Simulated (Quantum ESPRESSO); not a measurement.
# Rh in Quantum ESPRESSO: the effect of target pressure

Rh:

```
Rh
1.0
     0.00000    1.89785    1.89785
     1.89785    0.00000    1.89785
     1.89785    1.89785    0.00000
Rh
1
Direct
  0.00000 0.00000 0.00000
```

Alike in all runs:

```yaml
Program: Quantum ESPRESSO 7.5
Task: relaxation of cell and atoms
Functional: PBEsol
Potentials_or_basis: SSSP 1.3 efficiency PBE
Cutoff: 939 eV
Density_cutoff: 3755 eV
k_mesh: 12 × 12 × 12
Occupations: fermi-dirac, width 0.05 eV
Spin: no spin polarisation
```

Each run relaxes the cell or the atoms first.

| target pressure | relaxed volume (Å³/atom) |
| --- | --- |
| 0 GPa | 13.47 |
| 2 GPa | 13.38 |
| 5 GPa | 13.26 |
| 10 GPa | 13.06 |
| 20 GPa | ? |
| 30 GPa | 12.42 |

Question: What does the run with target pressure 20 GPa give?

Answer: Relaxed volume 12.72 Å³/atom.

Worked out: In Murnaghan's law V^(-B') rises as a straight line in P. The other rows fit best with B' = 4.7, V0 = 13.47 Å³/atom and B0 = 304 GPa, which gives 12.72 Å³/atom at 20 GPa, against the run's 12.72.

Caveats: the potentials were made for another functional, which shifts forces and pressure.
